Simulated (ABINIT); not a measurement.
Runs of ABINIT 10.8.3 (patched build) on BN. It takes space group P6_3mc (No. 186, hexagonal). Conventional cell: a = 2.554 Å, b = 2.554 Å, c = 4.227 Å, α = 90.00°, β = 90.00°, γ = 120.00°. N (site symmetry 3m) has 4 B at 1.57 to 1.58 Å as nearest neighbours. B (site symmetry 3m) is surrounded by 4 N at 1.57 to 1.58 Å. Measurements of this composition are mostly on another form, of space group No. 194.

```csv
level,potentials or basis,cutoff (eV),fine-grid cutoff,gap on the mesh (eV),pressure (GPa),largest force (eV/Å)
TB-mBJ,JTH PAW LDA v2.0,844,1442.2 eV,(b),-,-
PBEsol,JTH PAW PBE v2.0,707,1306.15 eV,4.96,-5.7,0.01
r2SCAN,JTH PAW PBE v2.0,844,1442.2 eV,5.71,(a),0.04
LDA,JTH PAW LDA v2.0,707,1306.15 eV,4.97,-13.9,0.02
```

Alike in all rows: task band structure; no spin polarisation; cell as given; k mesh 12 × 12 × 6; smearing fermi-dirac 0.05 eV.

Question: Estimate the missing entries.

Answer: (a) -2.3; (b) 6.83.

Caveats: the PAW data sets were made with another functional, which shifts forces and pressure a little (some runs); the constant c of TB-mBJ comes from the pseudo density here, which moves gaps by up to 0.3 eV between sets of potentials (some runs).

